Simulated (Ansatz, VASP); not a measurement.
# Si10HCl (Cl-terminated Si(111)) in two plane-wave programs, part 2 of 2

One calculation is typed for both programs; each brings its own data sets and cutoff. How far apart do they land? The structure shown is the end of the VASP relaxation below.

VASP 6.6.1 and Ansatz 0.2.0.

So far: The structure; VASP: relaxation, PBE.

### Step 3. Ansatz: single point, PBE

Level of this step: Ansatz beside VASP: Kohn-Sham DFT, plane waves, PBE (Ansatz).

Ansatz runs on its default PAW (the set named soft_2) files.

The same cell, functional, mesh and smearing now go to Ansatz, which takes its cutoff from its data sets.

The input, input.yaml:

```yaml
crystal:
  lattice:
    - [3.86694683, 0.0, 0.0]
    - [1.93347342, 3.34887419, 0.0]
    - [0.0, 0.0, 32.94873268]
  atoms:
    - { symbol: Si, position: [0.33333333, 0.33333333, 0.28807989] }
    - { symbol: Si, position: [0.66666667, 0.66666667, 0.31128002] }
    - { symbol: Si, position: [0.66666667, 0.66666667, 0.38315848] }
    - { symbol: Si, position: [0.0, 0.0, 0.40719536] }
    - { symbol: Si, position: [0.0, 0.0, 0.47906377] }
    - { symbol: Si, position: [0.33333333, 0.33333333, 0.50302763] }
    - { symbol: Si, position: [0.33333333, 0.33333333, 0.5748812] }
    - { symbol: Si, position: [0.66666667, 0.66666667, 0.59886593] }
    - { symbol: Si, position: [0.66666667, 0.66666667, 0.67084992] }
    - { symbol: Si, position: [0.0, 0.0, 0.69437544] }
    - { symbol: H, position: [0.33333333, 0.33333333, 0.24233357] }
    - { symbol: Cl, position: [0.0, 0.0, 0.75735575] }
hamiltonian:
  xc: pbe
  pseudopotentials: { kind: paw }
kpoints:
  mp_grid: { grid: [9, 9, 1] }
scf:
  occupations: { method: gaussian, width: 0.03 }
  n_extra_bands: 7
efield:
  axis: 3
  dipole_correction: true
  ramp_width: 0.04
output:
  forces: true
  eigenvalues: true
```

Run with:

```sh
$ ansatz run input.yaml --threads 4 --pin off --max-ram 9216MiB --backend cpu --events-out ev --progress --plain --runs-dir out
```

Numbers of over 12 decimals in the logs are rounded to 6 here.

What it wrote:

```text
scf.n_extra_bands = 7 over 24 filled bands (N_el = 48.0): the run solves 31 bands
Engine: ansatz 0.2.0, aarch64-unknown-linux-gnu
Pseudopotentials: kind: paw
Pseudopotential: Si, paw, valence charge 4, recommended cutoff 420 eV (normal), Si.paw.azcp
Pseudopotential: H, paw, valence charge 1, recommended cutoff 420 eV (normal), H.paw.azcp
Pseudopotential: Cl, paw, valence charge 7, recommended cutoff 420 eV (normal), Cl.paw.azcp
Functional definition: PBE
  parameter kappa = 0.804
  parameter beta = 0.066725
  exchange = pbe_x(kappa = kappa, mu = beta*pi^2/3)
  correlation = pbe_c(beta = beta)
Crystal: 12 atoms, lattice volume = 426.683 Å³
Basis set: ecut = 420 eV, 8415 PW (Γ), exchange–correlation on 54×54×450 points (8 copies of the dense FFT grid, shifted against one another)
Bands: 31, of which v1, the nominal top of the filled ones, is band 24 counted from 1 (23 counted from 0)
Symmetry: 6 space group operations
Space group: P3m1 (ITA 156), of the structure as read, at distance tolerance 7.5e-5 Å
k-points: 12 of 81 (time reversal used)
Non-local potential: Si, projectors of the file, l = 0: 2, l = 1: 2, l = 2: 2
Non-local potential: H, projectors of the file, l = 0: 2, l = 1: 1
Non-local potential: Cl, projectors of the file, l = 0: 2, l = 1: 2, l = 2: 2
PAW form: soft (Blöchl's): semilocal exchange-correlation on the pseudo side does not see the compensation charge
PAW one-centre angular grid: Si, 110 points (default); XC on 64 Gauss nodes
PAW one-centre angular grid: H, 110 points (default); XC on 64 Gauss nodes
PAW one-centre angular grid: Cl, 110 points (default); XC on 64 Gauss nodes
Initial density: superposition of atomic densities (neutral atoms: chi_scale 0, normalization atom), corrected by the library's trained network
Initial wavefunctions: pseudopotential atomic-orbital guess
Functional: x = pbe(κ = 0.804, μ = 0.219515), c = pbe(β = 0.066725)
SCF iter   1: F=—  HF=-7454.759956 eV  |F-HF|=—  |Δ(HF+E_count)|=         —  Δρ=1.53e-3  dr2=8.74e-2  ethr=1.77e-3  p=-0.103 e·Å  D=-4.36e-2 V/Å  ΔV_dip=1.44 eV  dr2_dipole=8.65e-3  V_vac-E_F(+/−)=5.23/3.79 eV  ⟨swp⟩=11.2  Hψ=2502  notcnv=0
efield: sawtooth ramp at fractional position 0.9798 (placed from the atoms, in the widest stretch of the axis that holds none; the zero of the levels goes with the place), width 0.0400; the density the first Hamiltonian is built on has a dipole p = -0.103 e·Å; the dipole correction subtracts the counter field D = -4.36e-2 V/Å, which shifts the + side's vacuum level by +1.44 eV against the − side's; the planar-averaged density in the ramp window peaks in size at 8.9e-6 e/Å³
preconditioner: auto → Resta (q_TF=auto, 1.896 Å⁻¹)  ε∞=3.6  [insulator: Δε(μ)=0.856 eV  Ē_g=7.747 eV  σ=0.030 eV  W_gap=1.00  n_scr=36 (ndim 8)  ℏωp=12.5 eV  f_vac=0.417  D(μ)=0.00/eV (n_scr^D=0)  ε∞_Penn≈3.6  vacuum switching on, ρ_ref=4.4e-3 e/Å³]
SCF iter   2: F=—  HF=-7454.749343 eV  |F-HF|=—  |Δ(HF+E_count)|=   1.06e-2  Δρ=6.88e-4  dr2=1.01e-2  ethr=1.82e-4  p=-0.074 e·Å  D=-3.13e-2 V/Å  ΔV_dip=1.03 eV  dr2_dipole=1.53e-3  V_vac-E_F(+/−)=5.33/4.30 eV  ⟨swp⟩=3.3  Hψ=621  notcnv=0  defer=23
SCF iter   3: F=—  HF=-7454.748685 eV  |F-HF|=—  |Δ(HF+E_count)|=   6.58e-4  Δρ=3.81e-4  dr2=9.92e-4  ethr=2.10e-5  p=-0.083 e·Å  D=-3.53e-2 V/Å  ΔV_dip=1.16 eV  dr2_dipole=2.87e-4  V_vac-E_F(+/−)=5.35/4.18 eV  ⟨swp⟩=2.2  Hψ=511  notcnv=0  defer=23
SCF iter   4: F=—  HF=-7454.748928 eV  |F-HF|=—  |Δ(HF+E_count)|=   2.43e-4  Δρ=1.73e-4  dr2=5.01e-4  ethr=2.07e-6  p=-0.077 e·Å  D=-3.28e-2 V/Å  ΔV_dip=1.08 eV  dr2_dipole=1.01e-4  V_vac-E_F(+/−)=5.32/4.24 eV  ⟨swp⟩=2.3  Hψ=601  notcnv=0  defer=23
SCF iter   5: F=—  HF=-7454.748982 eV  |F-HF|=—  |Δ(HF+E_count)|=   5.34e-5  Δρ=6.52e-5  dr2=6.03e-5  ethr=1.04e-6  p=-0.079 e·Å  D=-3.35e-2 V/Å  ΔV_dip=1.11 eV  dr2_dipole=2.40e-5  V_vac-E_F(+/−)=5.35/4.24 eV  ⟨swp⟩=1.9  Hψ=438  notcnv=0  defer=23
SCF iter   6: F=—  HF=-7454.748978 eV  |F-HF|=—  |Δ(HF+E_count)|=   3.43e-6  Δρ=2.79e-5  dr2=4.95e-6  ethr=1.26e-7  p=-0.078 e·Å  D=-3.30e-2 V/Å  ΔV_dip=1.09 eV  dr2_dipole=9.20e-8  V_vac-E_F(+/−)=5.34/4.25 eV  ⟨swp⟩=2.1  Hψ=589  notcnv=0  defer=23
SCF iter   7: F=—  HF=-7454.748982 eV  |F-HF|=—  |Δ(HF+E_count)|=   3.64e-6  Δρ=8.70e-6  dr2=1.41e-6  ethr=1.03e-8  p=-0.078 e·Å  D=-3.29e-2 V/Å  ΔV_dip=1.08 eV  dr2_dipole=6.82e-8  V_vac-E_F(+/−)=5.34/4.26 eV  ⟨swp⟩=2.3  Hψ=595  notcnv=0  defer=23
SCF iter   8: F=-7454.748982 eV  HF=-7454.748982 eV  |F-HF|=1.16e-8  |Δ(HF+E_count)|=   9.62e-8  Δρ=2.88e-6  dr2=5.44e-8  ethr=2.08e-10  p=-0.077 e·Å  D=-3.28e-2 V/Å  ΔV_dip=1.08 eV  dr2_dipole=3.20e-9  V_vac-E_F(+/−)=5.34/4.26 eV  ⟨swp⟩=14.0  Hψ=2234  notcnv=0
SCF 1 converged in 8 iterations: F = -7454.748982 eV  dr2 = 5.44e-8
  greatest PAW one-centre occupation: 0.911 electrons in one spin orbital (limit 2), on the Cl atom at site 11 (counted from 0), in its partial waves of l = 0
SCF converged after 8 iterations
Free energy (F): -7454.748982 eV
Harris-Foulkes:  -7454.748982 eV  (|F-HF|=1.16e-8)
Internal energy: -7454.748982 eV  (E = F + TS)
E sigma→0 (E₀):  -7454.748982 eV
Fermi energy:    1.092459 eV
Dipole field:    D = -0.032870 V/Å  (p = -0.077507 e·Å, saw-weighted, corrected)
Work function:   Φ+ = 5.3400 eV   Φ− = 4.2570 eV
Levels:          The Fermi level and band energies are counted from a zero that moves with the ramp; work functions are not
--- Per-component energies (eV) ---
  E_band       = -220.097937
  E_kinetic    = 575.459433
  E_local      = -17715.883295  (includes V_loc(G=0)·N_el)
  E_nonlocal   = 288.612514
  E_hartree    = 8625.553262
  E_xc         = -666.172366
  E_vxc        = -598.560964  (∫ρ·V_xc dr)
  E_paw        = -5787.472776  (= ΣΔE_a)
  E_vpaw       = -22.126212  (= ΣTr[D̂ρ^β])
  E_aug_tail   = -0.001064  (compensation charges beyond the density's cutoff)
  E_efield     = 0.001274  (sawtooth field / dipole correction)
  E_vefield    = 1.296088  (∫n·V_field dr)
  E_ewald      = 7225.154037
  E_smearing   = -0.000000  (= −TS)
  E_closure    = -0.000000  (closes the sum)
  Σ components = -7454.748982   (vs F -7454.748982, Δ=0.00e0)
--- Forces (eV/Å), atoms counted from 1 ---
  atom   1  Si     0.00000000     0.00000000    -0.01275840
  atom   2  Si    -0.00000000    -0.00000000     0.00421626
  atom   3  Si     0.00000000     0.00000000    -0.01269972
  atom   4  Si    -0.00000000    -0.00000000    -0.01069308
  atom   5  Si     0.00000000     0.00000000    -0.00278442
  atom   6  Si    -0.00000000    -0.00000000    -0.00225679
  atom   7  Si     0.00000000     0.00000000     0.00068007
  atom   8  Si    -0.00000000    -0.00000000     0.01193580
  atom   9  Si     0.00000000     0.00000000     0.01183570
  atom  10  Si    -0.00000000    -0.00000000    -0.03545613
  atom  11  H      0.00000000     0.00000000     0.03817058
  atom  12  Cl     0.00000000     0.00000000     0.00992166
  max |Σ_I F_I| component: 1.12e-4 eV/Å
--- Band table (eV; the first three rows and the last of 12) ---
  k-point 0: bands = [... 20 lower, 0.4317, 0.4317, 0.6648, 0.6648, 2.2054, 2.3517, 2.5760, 2.9040, ... 3 higher]
  k-point 1: bands = [... 20 lower, -0.1366, -0.0150, 0.2443, 0.4988, 2.7890, 2.8971, 2.9596, 3.1679, ... 3 higher]
  k-point 2: bands = [... 20 lower, -0.6018, -0.3125, -0.1743, 0.1100, 2.1633, 2.4142, 2.7123, 3.0170, ... 3 higher]
  k-point 11: bands = [... 20 lower, -1.7185, -1.6517, -1.4784, -1.1915, 2.5195, 2.7536, 2.8537, 3.4713, ... 3 higher]
```

Elapsed: 9.5 s, on 4 threads of Arm Neoverse N1, shared host; peak memory 0.72 GiB; 36 s of CPU time.

### Step 4. Differences

Known differences besides the potentials themselves: the cutoff is 420 eV in Ansatz and 320 eV in VASP (PREC = Normal); VASP leaves aspherical gradient terms in its spheres out (LASPH is not set), Ansatz keeps them. Total energies have different zeros and are not compared.

Compared:

```csv
quantity,Ansatz,VASP,difference
gap on the k mesh (eV),0.856,0.861,-0.004
```

At this near-relaxed geometry the largest component of a force difference is 34 meV/Å. A gap on the mesh is an upper bound, since the band edges may lie between its points. VASP's last cycles still show a density residual of 2e-03, so its state may not be settled.

### Step 5. VASP: band structure, PBE

Levels along a path test the potential and the projectors away from the mesh points.

The input, INCAR:

```
SYSTEM = Si10HCl
PREC = Normal
ENCUT = 320
EDIFF = 1E-06
NELM = 120
ISMEAR = 0
SIGMA = 0.03
LREAL = .FALSE.
ALGO = Fast
GGA = PE
NBANDS = 36
LORBIT = 11
LWAVE = .FALSE.
LCHARG = .TRUE.
KPAR = 4
IDIPOL = 3
LDIPOL = .TRUE.
DIPOL = 0.5 0.5 0.493
LVHAR = .TRUE.
LVACPOTAV = .TRUE.
NEDOS = 1500
```

The input, POSCAR:

```
Si10HCl
1.0
    3.8669468309      0.0000000000      0.0000000000
    1.9334734154      3.3488741906      0.0000000000
    0.0000000000      0.0000000000     32.9487326807
Si H Cl
10 1 1
Direct
    0.3333333300      0.3333333300      0.2880798884
    0.6666666700      0.6666666700      0.3112800213
    0.6666666700      0.6666666700      0.3831584763
    0.0000000000      0.0000000000      0.4071953577
    0.0000000000      0.0000000000      0.4790637688
    0.3333333300      0.3333333300      0.5030276343
    0.3333333300      0.3333333300      0.5748812011
    0.6666666700      0.6666666700      0.5988659305
    0.6666666700      0.6666666700      0.6708499212
    0.0000000000      0.0000000000      0.6943754360
    0.3333333300      0.3333333300      0.2423335678
    0.0000000000      0.0000000000      0.7573557467
```

The input, KPOINTS:

```
Automatic mesh
0
Gamma
9 9 1
0 0 0
```

The input, KPOINTS_OPT:

```
Line mode
14
Line-mode
Reciprocal
  0.00000000   0.00000000   0.00000000 GAMMA
  0.00000000  -0.50000000   0.00000000 M

  0.00000000  -0.50000000   0.00000000 M
  0.33333333  -0.33333333   0.00000000 K

  0.33333333  -0.33333333   0.00000000 K
  0.00000000   0.00000000   0.00000000 GAMMA
```

The projector-augmented-wave data sets are Si, H and Cl (PBE family, release 64).

Run with:

```sh
$ mpirun -np 4 vasp_std
```

What it wrote:

```text
[... set-up lines as in an earlier step ...]
 entering main loop
       N       E                     dE             d eps       ncg     rms          rms(c)
DAV:   1     0.169324220248E+03    0.16932E+03   -0.13065E+04   864   0.700E+02
DAV:   2    -0.418491815989E+02   -0.21117E+03   -0.20080E+03  1180   0.159E+02
DAV:   3    -0.611360136172E+02   -0.19287E+02   -0.18832E+02  1020   0.468E+01
DAV:   4    -0.618940666616E+02   -0.75805E+00   -0.75495E+00  1176   0.109E+01
[...]
RMM:  29    -0.607154512708E+02   -0.39133E-05   -0.17010E-07   559   0.140E-03    0.527E-03
RMM:  30    -0.607154524749E+02   -0.12041E-05   -0.26371E-07   584   0.163E-03    0.337E-04
RMM:  31    -0.607154528028E+02   -0.32795E-06   -0.11047E-08   294   0.752E-04
 -----------------------------------------------------------------------------
|                                                                             |
|           W    W    AA    RRRRR   N    N  II  N    N   GGGG   !!!           |
|           W    W   A  A   R    R  NN   N  II  NN   N  G    G  !!!           |
[...]
1 F= -.60715453E+02 E0= -.60715453E+02  d E =-.756461E-11
 Start KPOINTS_OPT (optional k-point list driver)
k-point batch [1-12\42]
       N       E                     dE             ncg
DAV:   1     0.218419941116E+03   -0.46547E+04      864
DAV:   2    -0.229655342562E+04   -0.25150E+04     1160
DAV:   3    -0.256150147779E+04   -0.26495E+03     1100
DAV:   4    -0.257110928999E+04   -0.96078E+01     1136
DAV:   5    -0.257162957079E+04   -0.52028E+00     1320
DAV:   6    -0.257164176172E+04   -0.12191E-01     1248
DAV:   7    -0.257164226691E+04   -0.50519E-03     1352
DAV:   8    -0.257164228296E+04   -0.16048E-04     1164
DAV:   9    -0.257164228353E+04   -0.56773E-06      788
[...]
k-point batch [37-42\42]
       N       E                     dE             ncg
DAV:   1     0.570329159467E+04   -0.53145E+03      432
DAV:   2     0.443542958615E+04   -0.12679E+04      568
DAV:   3     0.429072321826E+04   -0.14471E+03      564
DAV:   4     0.428477199607E+04   -0.59512E+01      616
DAV:   5     0.428449686803E+04   -0.27513E+00      712
DAV:   6     0.428449182416E+04   -0.50439E-02      664
DAV:   7     0.428449167226E+04   -0.15191E-03      704
DAV:   8     0.428449166659E+04   -0.56669E-05      624
DAV:   9     0.428449166632E+04   -0.27400E-06      440
```

From OUTCAR (step 5):

```text
  Total        0.1750390      0.1750390     -0.6181694     -0.0000000      0.0000000      0.0000000
  in kB        0.6572637      0.6572637     -2.3211987     -0.0000000      0.0000000      0.0000000
  external PRESSURE =      -0.3355571 kB  Pullay stress =       0.0000000 kB

 POSITION                                       TOTAL-FORCE (eV/Angst)
 -----------------------------------------------------------------------------------
      1.93347      1.11629      9.49187        -0.000000     -0.000000     -0.001972
      3.86695      2.23258     10.25628        -0.000000      0.000000      0.008652
      3.86695      2.23258     12.62459         0.000000      0.000000     -0.013237
      0.00000      0.00000     13.41657         0.000000      0.000000     -0.011093
      0.00000      0.00000     15.78454         0.000000      0.000000     -0.002765
      1.93347      1.11629     16.57412         0.000000      0.000000     -0.002224
      1.93347      1.11629     18.94161         0.000000      0.000000      0.000717
      3.86695      2.23258     19.73187         0.000000      0.000000      0.012736
      3.86695      2.23258     22.10365         0.000000      0.000000      0.008892
      0.00000      0.00000     22.87879         0.000000      0.000000     -0.001708
      1.93347      1.11629      7.98458         0.000000      0.000000      0.027879
      0.00000      0.00000     24.95391        -0.000000     -0.000000     -0.025876
 -----------------------------------------------------------------------------------
    total drift:                               -0.000008     -0.000005      0.000995

  FREE ENERGIE OF THE ION-ELECTRON SYSTEM (eV)
  ---------------------------------------------------
  free  energy   TOTEN  =       -60.7154528028 eV

  energy  without entropy=      -60.7154528028  energy(sigma->0) =      -60.71545280

[... 2 parts as in an earlier step ...]

[... 1 further part left out ...]
[key lines of the parts left out:]
E-fermi :   0.5404
```

### Step 6. Ansatz: band structure, PBE

The same cell, functional, mesh and smearing now go to Ansatz, which takes its cutoff from its data sets.

The input, input.yaml:

```yaml
crystal:
  lattice:
    - [3.8669468309, 0.0, 0.0]
    - [1.9334734154, 3.3488741906, 0.0]
    - [0.0, 0.0, 32.9487326807]
  atoms:
    - { symbol: Si, position: [0.33333333, 0.33333333, 0.2880798884] }
    - { symbol: Si, position: [0.66666667, 0.66666667, 0.3112800213] }
    - { symbol: Si, position: [0.66666667, 0.66666667, 0.3831584763] }
    - { symbol: Si, position: [0.0, 0.0, 0.4071953577] }
    - { symbol: Si, position: [0.0, 0.0, 0.4790637688] }
    - { symbol: Si, position: [0.33333333, 0.33333333, 0.5030276343] }
    - { symbol: Si, position: [0.33333333, 0.33333333, 0.5748812011] }
    - { symbol: Si, position: [0.66666667, 0.66666667, 0.5988659305] }
    - { symbol: Si, position: [0.66666667, 0.66666667, 0.6708499212] }
    - { symbol: Si, position: [0.0, 0.0, 0.694375436] }
    - { symbol: H, position: [0.33333333, 0.33333333, 0.2423335678] }
    - { symbol: Cl, position: [0.0, 0.0, 0.7573557467] }
hamiltonian:
  xc: pbe
  pseudopotentials: { kind: paw }
kpoints:
  mp_grid: { grid: [9, 9, 1] }
  band_path:
    path:
      - [0.0, 0.0, 0.0]
      - [0.0, -0.03846, 0.0]
      - [0.0, -0.07692, 0.0]
      - [0.0, -0.15385, 0.0]
      - [0.0, -0.19231, 0.0]
      - [0.0, -0.26923, 0.0]
      - [0.0, -0.30769, 0.0]
      - [0.0, -0.34615, 0.0]
      - [0.0, -0.42308, 0.0]
      - [0.0, -0.46154, 0.0]
      - [0.0, -0.5, 0.0]
      - [0.02564, -0.48718, 0.0]
      - [0.05128, -0.47436, 0.0]
      - [0.10256, -0.44872, 0.0]
      - [0.12821, -0.4359, 0.0]
      - [0.17949, -0.41026, 0.0]
      - [0.20513, -0.39744, 0.0]
      - [0.25641, -0.37179, 0.0]
      - [0.28205, -0.35897, 0.0]
      - [0.30769, -0.34615, 0.0]
      - [0.33333, -0.33333, 0.0]
      - [0.30769, -0.30769, 0.0]
      - [0.25641, -0.25641, 0.0]
      - [0.23077, -0.23077, 0.0]
      - [0.20513, -0.20513, 0.0]
      - [0.15385, -0.15385, 0.0]
      - [0.12821, -0.12821, 0.0]
      - [0.07692, -0.07692, 0.0]
      - [0.05128, -0.05128, 0.0]
      - [0.0, 0.0, 0.0]
    npoints: 1
scf:
  occupations: { method: gaussian, width: 0.03 }
  n_extra_bands: 12
efield:
  axis: 3
  dipole_correction: true
  ramp_width: 0.04
output:
  forces: true
  eigenvalues: true
```

Run with:

```sh
$ ansatz run input.yaml --threads 4 --pin off --max-ram 9216MiB --backend cpu --events-out ev --progress --plain --runs-dir out
```

What it wrote:

```text
[...]
Crystal: 12 atoms, lattice volume = 426.683 Å³
Basis set: ecut = 420 eV, 8415 PW (Γ), exchange–correlation on 54×54×450 points (8 copies of the dense FFT grid, shifted against one another)
Bands: 36, of which v1, the nominal top of the filled ones, is band 24 counted from 1 (23 counted from 0)
Symmetry: 6 space group operations
[...]
k-point 0: bands = [... 20 lower, 0.4318, 0.4318, 0.6648, 0.6648, 2.2054, 2.3517, 2.5760, 2.9040, ... 8 higher]
  k-point 1: bands = [... 20 lower, -0.1366, -0.0150, 0.2444, 0.4988, 2.7890, 2.8971, 2.9596, 3.1679, ... 8 higher]
  k-point 2: bands = [... 20 lower, -0.6018, -0.3125, -0.1742, 0.1100, 2.1634, 2.4143, 2.7123, 3.0170, ... 8 higher]
  k-point 11: bands = [... 20 lower, -1.7184, -1.6517, -1.4783, -1.1915, 2.5195, 2.7536, 2.8537, 3.4713, ... 8 higher]
[key lines of the parts left out:]
SCF converged after 8 iterations
Free energy (F): -7454.748982 eV
Fermi energy:    1.092489 eV
Dipole field:    D = -0.032860 V/Å  (p = -0.077483 e·Å, saw-weighted, corrected)
Work function:   Φ+ = 5.3400 eV   Φ− = 4.2574 eV
```

Wall time 21 s (4 threads); peak memory 0.85 GiB.

### Step 7. Differences

Both answers:

```csv
quantity,Ansatz,VASP,difference
gap over the path points (eV),0.858,0.862,-0.004
```

Levels at points of the path, from each program's valence-band top (eV; 4 filled, then empty):

```csv
k (reciprocal lattice),Ansatz,VASP
0.000 0.000 0.000,-0.23 -0.23 0.00 0.00 1.54 1.69 1.91,-0.23 -0.23 0.00 0.00 1.55 1.69 1.92
0.000 -0.038 0.000,-0.36 -0.26 -0.14 -0.02 1.68 1.82 2.03,-0.36 -0.26 -0.14 -0.02 1.69 1.83 2.04
0.000 -0.077 0.000,-0.64 -0.46 -0.33 -0.08 1.99 2.10 2.27,-0.64 -0.46 -0.33 -0.08 1.99 2.10 2.28
0.000 -0.154 0.000,-0.97 -0.80 -0.57 -0.30 1.91 2.11 2.26,-0.97 -0.79 -0.57 -0.30 1.92 2.12 2.27
0.000 -0.192 0.000,-1.14 -0.89 -0.72 -0.44 1.68 1.91 2.15,-1.14 -0.89 -0.72 -0.44 1.68 1.91 2.16
0.000 -0.269 0.000,-1.45 -1.13 -1.01 -0.72 1.25 1.53 1.91,-1.45 -1.13 -1.01 -0.72 1.25 1.54 1.91
0.000 -0.308 0.000,-1.59 -1.26 -1.14 -0.84 1.08 1.39 1.82,-1.59 -1.25 -1.14 -0.84 1.09 1.39 1.82
0.000 -0.346 0.000,-1.70 -1.36 -1.25 -0.94 0.96 1.28 1.75,-1.70 -1.36 -1.25 -0.94 0.97 1.28 1.75
0.000 -0.423 0.000,-1.86 -1.52 -1.40 -1.08 0.86 1.16 1.50,-1.86 -1.51 -1.40 -1.08 0.86 1.17 1.50
0.000 -0.462 0.000,-1.90 -1.56 -1.44 -1.12 0.86 1.15 1.33,-1.90 -1.56 -1.44 -1.12 0.86 1.15 1.33
```

At this near-relaxed geometry the largest component of a force difference is 36 meV/Å. Among the levels compared at these points, filled levels agree within 2 meV and empty ones within 8 meV.

### Step 8. Results

```json
{
  "difference in gap on the k mesh (single point, PBE)": "-0.0044 eV",
  "r.m.s. force difference (single point, PBE)": "7.9 meV/Å",
  "difference in gap over the path points (band structure, PBE)": "-0.0043 eV",
  "r.m.s. force difference (band structure, PBE)": "8.6 meV/Å"
}
```

The r.m.s. force difference is 8.6 meV/Å (band structure, PBE), within the 12 meV/Å picked in this series as the mark of a large difference. Such differences can come from data sets, numerical settings and the points named under the comparisons, not from the functional's error against experiment.

[Lines on the potential files, build, host, timing and source positions are cut from VASP's logs without a mark.]

[Logs are printed without paths, hosts, clocks, repeated set-up lines and the standing remarks that a program may print on its own settings, such as how far it seeks lower states.]

[Hosts, paths, dates, database ids (printed as entryN), source tags and the programs' standing remarks are cut or masked in the printed files.]
